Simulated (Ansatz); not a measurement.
# Sn: restoring forces

Aim: deform Sn (atom 1 (Sn) moved by (0.000, 0.000, 0.120) Å) and compute stress, forces and field gradients with LAPW, PAW and all-electron datasets made for the crystal.

Program: Ansatz 0.2.0. Level of theory: DFT PBE, scalar-relativistic. These are calculated values, not measurements.

## Step 1: The system as given

The structure is cubic, space group Fd-3m (No. 227). Conventional cell: a = 6.491 Å, b = 6.491 Å, c = 6.491 Å, α = 90.00°, β = 90.00°, γ = 90.00°. Sn (site symmetry -43m) is surrounded by 4 Sn at 2.81 Å.

Coordinates:

```
CELL_PARAMETERS angstrom
0.00000 3.24560 3.24560
3.24560 0.00000 3.24560
3.24560 3.24560 0.00000
ATOMIC_POSITIONS crystal
Sn 0.50000 0.50000 0.50000
Sn 0.75000 0.75000 0.75000
```

Atoms are numbered in the order of the input: Sn1, Sn2.

## Step 2: After the deformation

Space group Fd-3m before, Imma after.

## Step 3: LAPW, all electrons

File input.yaml:

```yaml
crystal:
  lattice:
    - [0.0, 3.2456, 3.2456]
    - [3.2456, 0.0, 3.2456]
    - [3.2456, 3.2456, 0.0]
  atoms:
    - { symbol: Sn, position: [0.5184865664, 0.5184865664, 0.4815134336] }
    - { symbol: Sn, position: [0.75, 0.75, 0.75] }
kpoints:
  mp_grid: { grid: [9, 9, 9] }
scf:
  occupations: { method: fermi_dirac, width: 0.03 }
hamiltonian:
  xc: pbe
  pseudopotentials: { kind: all_electron, lapw: { basis_error: 0.00025 } }
output:
  forces: true
  stress: true
  eigenvalues: true
```

The run is started by

```bash
> ansatz run input.yaml --threads 1 --pin off --max-ram 2048MiB --backend cpu --events-out ev --progress --plain --runs-dir out
```

Standard output:

```text
LAPW: plane waves up to 9.045 Å⁻¹, error target 2.5e-4 eV per atom; small_component_spin mean_spin; Sn in spheres of 1.372 Å, 22 of its electrons in bands, Dirac shells []
Engine: ansatz 0.2.0
Pseudopotentials: kind: all_electron
Pseudopotential: Sn, LAPW, valence charge 22, Koelling and Harmon's equation, gaussian nucleus
Functional definition: PBE
  parameter kappa = 0.804
  parameter beta = 0.06672455060314922
  exchange = pbe_x(kappa = kappa, mu = beta*pi^2/3)
  correlation = pbe_c(beta = beta)
Crystal: 2 atoms, lattice volume = 68.378 Å³
Basis set: ecut = 311.6731277485751 eV, 869 PW (Γ), exchange–correlation at level 2
Bands: 27, of which v1, the nominal top of the filled ones, is band 22 counted from 1 (21 counted from 0)
Symmetry: 8 space group operations
Space group: Imma (ITA 74), of the structure as read, at distance tolerance 4.1e-5 Å
k-points: 125 of 729
Non-local potential: Sn, projectors of the file, none
Initial density: superposition of atomic densities (chi_scale 0.1, normalization cell)
Initial wavefunctions: plane waves of lowest kinetic energy (no species holds an atomic orbital)
Functional: x = pbe(κ = 0.804, μ = 0.2195149727645171), c = pbe(β = 0.06672455060314922)
iter 1 solved again at ethr=6.70e-4 eV; its pass at ethr=1.00e-1 eV (dr2=2.95e-1 eV) is discarded
SCF iter   1: F=—  HF=-336178.806434 eV  |F-HF|=—  |Δ(HF+E_count)|=         —  Δρ=1.85e-2  dr2=2.98e-1  ethr=6.70e-4  ⟨swp⟩=2.9  Hψ=21770  notcnv=0
preconditioner: auto → Kerker (q_TF=auto, 2.535 Å⁻¹)  [metal: Δε(μ)=0.049 eV  Ē_g=20.827 eV  σ=0.030 eV  W_gap=0.39  n_scr=14 (ndim 8)  ℏωp=23.8 eV  f_vac=0.117  D(μ)=0.16/eV (n_scr^D=0)]
SCF iter   2: F=—  HF=-336178.786223 eV  |F-HF|=—  |Δ(HF+E_count)|=   2.02e-2  Δρ=1.31e-2  dr2=1.89e-1  ethr=6.70e-4  ⟨swp⟩=2.0  Hψ=9999  notcnv=0
SCF iter   3: F=—  HF=-336178.767950 eV  |F-HF|=—  |Δ(HF+E_count)|=   1.83e-2  Δρ=4.81e-3  dr2=3.98e-2  ethr=4.29e-4  ⟨swp⟩=2.0  Hψ=10000  notcnv=0
SCF iter   4: F=—  HF=-336178.756932 eV  |F-HF|=—  |Δ(HF+E_count)|=   1.10e-2  Δρ=2.50e-3  dr2=1.08e-2  ethr=9.04e-5  ⟨swp⟩=2.0  Hψ=9640  notcnv=0
SCF iter   5: F=—  HF=-336178.758675 eV  |F-HF|=—  |Δ(HF+E_count)|=         —  Δρ=1.05e-3  dr2=1.40e-3  ethr=2.46e-5  ⟨swp⟩=2.7  Hψ=10101  notcnv=0
the basis was enlarged: its passes take 473.6 KiB over the memory plan, 1 of 1 planned eigensolver slots
iter 6 solved again at ethr=2.46e-7 eV; its pass at ethr=3.17e-6 eV (dr2=1.08e-4 eV) is discarded
SCF iter   6: F=—  HF=-336178.760496 eV  |F-HF|=—  |Δ(HF+E_count)|=   1.82e-3  Δρ=3.17e-4  dr2=1.08e-4  ethr=2.46e-7  ⟨swp⟩=2.0  Hψ=17276  notcnv=0
SCF iter   7: F=—  HF=-336178.760738 eV  |F-HF|=—  |Δ(HF+E_count)|=   2.42e-4  Δρ=7.15e-5  dr2=4.01e-6  ethr=2.46e-7  ⟨swp⟩=3.0  Hψ=9961  notcnv=0
SCF iter   8: F=—  HF=-336178.760746 eV  |F-HF|=—  |Δ(HF+E_count)|=   8.30e-6  Δρ=3.23e-5  dr2=5.79e-7  ethr=9.10e-9  ⟨swp⟩=3.0  Hψ=9885  notcnv=0
SCF iter   9: F=-336178.760751 eV  HF=-336178.760751 eV  |F-HF|=3.83e-7  |Δ(HF+E_count)|=   4.59e-6  Δρ=9.66e-6  dr2=5.79e-8  ethr=1.32e-9  ⟨swp⟩=3.0  Hψ=9885  notcnv=0
SCF 1 converged in 9 iterations: F = -336178.760751 eV  dr2 = 5.79e-8
SCF converged after 9 iterations
Free energy (F): -336178.760751 eV
Harris-Foulkes:  -336178.760751 eV  (|F-HF|=3.83e-7)
Internal energy: -336178.760278 eV  (E = F + TS)
E sigma→0 (E₀):  -336178.760515 eV
Entropy (-TS):   -0.000473 eV (-0.237 meV/atom)
Fermi energy:    10.216199 eV
--- Per-component energies (eV) ---
  E_band       = -1561.320534
  E_kinetic    = 353570.528258
  E_xc         = -8995.949138
  E_electrostatic = -680753.339398  (all electrons and nuclei)
  E_smearing   = -0.000473  (= −TS)
  E_closure    = 0.000000  (closes the sum)
  E_atoms      = -336171.220692  (free atoms, spherical and without spin; not in F)
  Σ components = -336178.760751   (vs F -336178.760751, Δ=0.00e0)
  Basis errors (estimates in eV, not in F): energy 1.0e-4 per atom: plane waves 9.4e-5 (5.7e-5 summed), levels above the bands 1.4e-92, relativity 6.3e-9, radial functions 9.9e-6, core shells 8.2e-8; eigenvalues (radial functions only) 1.3e-7; not estimated: angular momenta, meshes, grids; target (lapw.basis_error) 2.5e-4; muffin-tin radii Sn 1.372 Å
--- Forces (eV/Å), atoms counted from 1 ---
  atom   1  Sn     0.00000000     0.00000000    -0.93370179
  atom   2  Sn     0.00000000     0.00000000     0.93370179
  max |Σ_I F_I| component: 1.11e-16 eV/Å
--- Stress (GPa, compression-positive) ---
        3.598392       2.843638      -0.000000
        2.843638       3.598392       0.000000
       -0.000000       0.000000       3.316338
  P = ⅓ Tr σ = 3.5044 GPa (35.044 kbar)
--- Band table (eV; the first three rows and the last of 125) ---
  k-point 0: bands = ["-119.3127", "-119.3094", "-75.1061", "-75.1013", "-75.0985", "-75.0906", "-75.0871", "-75.0838", "-11.5745", "-11.5484", "-11.4949", "-11.4827", "-11.4752", "-11.1861", "-11.1614", "-11.1606", "-11.1550", "-11.1530", "-0.4479", "9.5222", "9.8629", "10.2747", "10.6329", "12.0006", "12.2993", "12.6510", "15.1710"]
  k-point 1: bands = ["-119.3126", "-119.3095", "-75.1059", "-75.1015", "-75.0987", "-75.0904", "-75.0871", "-75.0840", "-11.5822", "-11.5542", "-11.5145", "-11.4598", "-11.4586", "-11.2008", "-11.1890", "-11.1579", "-11.1435", "-11.1290", "-0.3255", "8.0596", "9.8932", "10.3223", "10.7847", "12.3663", "12.6629", "13.0188", "15.7964"]
  k-point 2: bands = ["-119.3123", "-119.3098", "-75.1054", "-75.1018", "-75.0991", "-75.0900", "-75.0869", "-75.0843", "-11.5983", "-11.5618", "-11.5309", "-11.4328", "-11.4317", "-11.2220", "-11.2140", "-11.1564", "-11.1296", "-11.1059", "0.0340", "6.3632", "9.4560", "9.8419", "10.7176", "12.8990", "13.3503", "14.2609", "16.4990"]
  k-point 124: bands = ["-119.3117", "-119.3104", "-75.1073", "-75.1012", "-75.0955", "-75.0930", "-75.0879", "-75.0826", "-11.6199", "-11.5601", "-11.4562", "-11.4406", "-11.3638", "-11.2713", "-11.2490", "-11.2268", "-11.1004", "-11.0824", "2.2818", "3.0705", "7.4794", "7.6482", "10.7952", "11.8574", "17.1184", "17.6083", "18.3284"]
```

It took 61 s on 1 thread of Arm Neoverse V2, shared host; peak memory 0.71 GiB.

In short: pressure 3.50 GPa; no gap; largest force 0.934 eV/Å.

## Step 4: PAW with frozen cores

input.yaml, as its differences from that of step 3:

```diff
@@ -14,3 +14,3 @@
   xc: pbe
-  pseudopotentials: { kind: all_electron, lapw: { basis_error: 0.00025 } }
+  pseudopotentials: { kind: paw }
 output:
@@ -19 +19,6 @@
   eigenvalues: true
+  efg: { contact_densities: true }
+  write_density: true
+  write_potential: true
+  elf: true
+  volumetric_format: npy
```

The run is started by

```bash
> ansatz run input.yaml --threads 1 --pin off --max-ram 2048MiB --backend cpu --events-out ev --progress --plain --runs-dir out
```

Standard output:

```text
Sn: output.efg is read without spin–orbit coupling, which moves field gradients at and beside such atoms by some per cent and up to a factor of two; PAW files take it under magnetization.noncollinear and magnetization.spin_orbit
Engine: ansatz 0.2.0
Pseudopotentials: kind: paw
Pseudopotential: Sn, paw, valence charge 14, recommended cutoff 420 eV (normal)
Functional definition: PBE
  parameter kappa = 0.804
  parameter beta = 0.06672455060314922
  exchange = pbe_x(kappa = kappa, mu = beta*pi^2/3)
  correlation = pbe_c(beta = beta)
Crystal: 2 atoms, lattice volume = 68.378 Å³
Basis set: ecut = 420 eV, 1363 PW (Γ), exchange–correlation on 64×64×64 points (8 copies of the dense FFT grid, shifted against one another)
Bands: 18, of which v1, the nominal top of the filled ones, is band 14 counted from 1 (13 counted from 0)
Symmetry: 8 space group operations
Space group: Imma (ITA 74), of the structure as read, at distance tolerance 4.1e-5 Å
k-points: 125 of 729
Non-local potential: Sn, projectors of the file, l = 0: 2, l = 1: 2, l = 2: 2, l = 3: 2
PAW form: soft (Blöchl's): semilocal exchange-correlation on the pseudo side does not see the compensation charge
PAW one-centre angular grid: Sn, 590 points (default); XC on 64 Gauss nodes
Initial density: superposition of atomic densities (neutral atoms: chi_scale 0, normalization atom), corrected by the library's trained network
Initial wavefunctions: pseudopotential atomic-orbital guess
Functional: x = pbe(κ = 0.804, μ = 0.2195149727645171), c = pbe(β = 0.06672455060314922)
SCF iter   1: F=—  HF=-12048.316219 eV  |F-HF|=—  |Δ(HF+E_count)|=         —  Δρ=7.34e-4  dr2=5.21e-4  ethr=1.77e-3  ⟨swp⟩=6.1  Hψ=12220  notcnv=0
preconditioner: auto → none  [insulator: Δε(μ)=0.096 eV  Ē_g=20.155 eV  σ=0.030 eV  W_gap=0.66  n_scr=14 (ndim 8)  ℏωp=23.8 eV  f_vac=0.095  D(μ)=0.15/eV (n_scr^D=0)  ε∞_Penn≈2.4]
SCF iter   2: F=—  HF=-12048.315264 eV  |F-HF|=—  |Δ(HF+E_count)|=   9.55e-4  Δρ=4.74e-4  dr2=1.94e-4  ethr=1.86e-6  ⟨swp⟩=2.0  Hψ=5238  notcnv=0
SCF iter   3: F=—  HF=-12048.315351 eV  |F-HF|=—  |Δ(HF+E_count)|=   8.64e-5  Δρ=1.40e-4  dr2=1.23e-5  ethr=6.91e-7  ⟨swp⟩=2.0  Hψ=3999  notcnv=0
SCF iter   4: F=—  HF=-12048.315391 eV  |F-HF|=—  |Δ(HF+E_count)|=   3.97e-5  Δρ=5.55e-5  dr2=1.99e-6  ethr=4.38e-8  ⟨swp⟩=2.0  Hψ=2752  notcnv=0
iter 5 did not close the SCF: its close was put off for the readings that it lacked (scf_convergence_deferred on its scf_iter line)
SCF iter   5: F=-12048.315394 eV  HF=-12048.315394 eV  |F-HF|=5.00e-8  |Δ(HF+E_count)|=   3.23e-6  Δρ=1.07e-5  dr2=9.36e-8  ethr=7.11e-9  ⟨swp⟩=2.0  Hψ=4002  notcnv=0
SCF iter   6: F=-12048.315394 eV  HF=-12048.315394 eV  |F-HF|=6.15e-9  |Δ(HF+E_count)|=   4.40e-9  Δρ=2.08e-6  dr2=2.71e-9  ethr=3.34e-10  ⟨swp⟩=7.0  Hψ=14363  notcnv=0
SCF 1 converged in 6 iterations: F = -12048.315394 eV  dr2 = 2.71e-9
SCF converged after 6 iterations
Free energy (F): -12048.315394 eV
Harris-Foulkes:  -12048.315394 eV  (|F-HF|=6.15e-9)
Internal energy: -12048.314920 eV  (E = F + TS)
E sigma→0 (E₀):  -12048.315157 eV
Entropy (-TS):   -0.000473 eV (-0.237 meV/atom)
Fermi energy:    7.873974 eV
--- Per-component energies (eV) ---
  E_band       = -248.472967
  E_kinetic    = 375.047976
  E_local      = -2304.403908  (includes V_loc(G=0)·N_el)
  E_nonlocal   = -63.891240
  E_hartree    = 1325.940307
  E_xc         = -764.267825
  E_vxc        = -191.289335  (∫ρ·V_xc dr)
  E_paw        = -8275.836125  (= ΣΔE_a)
  E_vpaw       = -715.817294  (= ΣTr[D̂ρ^β])
  E_aug_tail   = -0.000001  (compensation charges beyond the density's cutoff)
  E_ewald      = -2340.904104
  E_smearing   = -0.000473  (= −TS)
  E_closure    = 0.000000  (closes the sum)
  Σ components = -12048.315394   (vs F -12048.315394, Δ=0.00e0)
--- Forces (eV/Å), atoms counted from 1 ---
  atom   1  Sn     0.00000000     0.00000000    -0.93461175
  atom   2  Sn     0.00000000     0.00000000     0.93461175
  max |Σ_I F_I| component: 3.47e-18 eV/Å
--- Stress (GPa, compression-positive) ---
        3.601609       2.846609      -0.000000
        2.846609       3.601609       0.000000
       -0.000000       0.000000       3.319344
  P = ⅓ Tr σ = 3.5075 GPa (35.075 kbar)
--- PAW observables at the nuclei: V_zz in 10²¹ V/m², potentials from the cell's mean, atoms counted from 1 ---
  atom   1  Sn V_zz =    -3.149186   η = 0.9671   by run symmetry: allowed
            electrostatic potential = -8170.984473 V   contact ρ = 1236372.718937 e/Å³
  atom   2  Sn V_zz =    -3.149186   η = 0.9671   by run symmetry: allowed
            electrostatic potential = -8170.984473 V   contact ρ = 1236372.718937 e/Å³
--- Band table (eV; the first three rows and the last of 125) ---
  k-point 0: bands = ["-13.9145", "-13.8883", "-13.8343", "-13.8224", "-13.8148", "-13.5254", "-13.5010", "-13.4999", "-13.4944", "-13.4928", "-2.7904", "7.1802", "7.5200", "7.9322", "8.2907", "9.6583", "9.9570", "10.3085"]
  k-point 1: bands = ["-13.9222", "-13.8941", "-13.8540", "-13.7994", "-13.7981", "-13.5402", "-13.5284", "-13.4975", "-13.4829", "-13.4685", "-2.6679", "5.7172", "7.5506", "7.9800", "8.4423", "10.0241", "10.3207", "10.6768"]
  k-point 2: bands = ["-13.9383", "-13.9017", "-13.8704", "-13.7722", "-13.7713", "-13.5614", "-13.5534", "-13.4961", "-13.4688", "-13.4455", "-2.3084", "4.0207", "7.1133", "7.4996", "8.3753", "10.5568", "11.0081", "11.9195"]
  k-point 124: bands = ["-13.9599", "-13.8996", "-13.7957", "-13.7804", "-13.7034", "-13.6108", "-13.5886", "-13.5660", "-13.4396", "-13.4220", "-0.0608", "0.7282", "5.1369", "5.3053", "8.4531", "9.5154", "14.7774", "15.2671"]
```

It took 11 s on 1 thread of Arm Neoverse V2, shared host; peak memory 0.43 GiB.

Result: pressure 3.51 GPa; no gap; largest force 0.935 eV/Å; Vzz Sn1 -3.15 (η = 0.97) (10²¹ V/m²).

The fields are shown in the conventional cell of this run's space group, carried over from its grid by interpolation.

Density in a lattice plane of the grid's cell (edges 4.59 and 6.49 Å, at 0.000 of the third edge), which holds Sn.

Ten even steps from ' ' (0.01 e/Å³) to '@' (16.59 e/Å³):
```
                                
                                
              ......            
            ..==**==..          
            ::**@@**::          
            ..==**==..          
              ......            
::::                          ::
##++..                      ..++
@@**::                      ::**
==::..                      ..::
                                
                                
                                
                                
                                
                                
                                
                                
                                
```
Columns run along the first of these edges and rows up along the second, over one cell in 16 and 20 even steps from the bottom left corner. Atoms in the plane (fractional): Sn at (0.00, 0.52), Sn at (0.50, 0.75).

ELF in the same plane.

Ten even steps from ' ' (0.00) to '@' (0.61):
```
      ..--++**********++--..    
    ..--++++++++++++++++++--..  
....--++++++++--::--++++++++--..
--==++**++++--      --++++**++==
****%%%%**==..      ..==**%%%%**
++**##@@##++::      ::++##@@##**
==++++%%@@**==--::--==**@@%%++++
..::==**@@@@**++++++**@@@@**==::
    ::==##@@%%******%%@@##==::  
    ::==++####**++**####++==::  
  ..==++++**==--::--==**++++==..
====++++++==::..  ..::==++++++==
++++++++==::..      ..::==++++++
******==--..          ..--==****
====--::..              ..::--==
::::....                  ....::
                                
              ......            
          ..::::--::::..        
        ..--==++**++==--..      
```
Columns run along the first of these edges and rows up along the second, over one cell in 16 and 20 even steps from the bottom left corner. Atoms in the plane (fractional): Sn at (0.00, 0.52), Sn at (0.50, 0.75).

Both are smooth fields of the valence electrons: close to the nuclei they are not physical.

Maxima of ELF outside the ion cores: 0.66 on the Sn–Sn line, 1.4 Å from Sn.

[end of part 1 of 2]
